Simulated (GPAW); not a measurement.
Crystal: CuO.

```
CELL_PARAMETERS angstrom
2.83633 0.00000 0.00000
-1.41816 2.45633 0.00000
0.00000 0.00000 2.76811
ATOMIC_POSITIONS crystal
Cu 0.00000 0.00000 0.00000
O 0.66667 0.33333 0.50000
```

Measurements of this composition are mostly on another form, of space group No. 15.

Base run:

* Program: GPAW 26.7.0
* Functional: PBE
* Potentials or basis: GPAW PAW data sets (gpaw-data 1.2.1)
* Cutoff: 800 eV
* Basis: pw
* k mesh: 8 × 8 × 7
* Occupations: fermi-dirac, width 0.05 eV
* Spin: no spin polarisation

Its results: pressure 0.7 GPa.

Question: The run is repeated on the same cell with these changes: functional from PBE to SCAN. What comes out?

Answer: Pressure -7.2 GPa.

Caveats: with this Cu data set, volumes or pressures lay over 1.5 % or 2 GPa off other programs in two to four cells of ten; an odd number of electrons without spin polarisation forces a metal; a magnetic or distorted state may lie lower; the run has no spin polarisation, though such a crystal can be magnetic; the PAW data sets were made with another functional, which shifts forces and pressure a little (some runs).
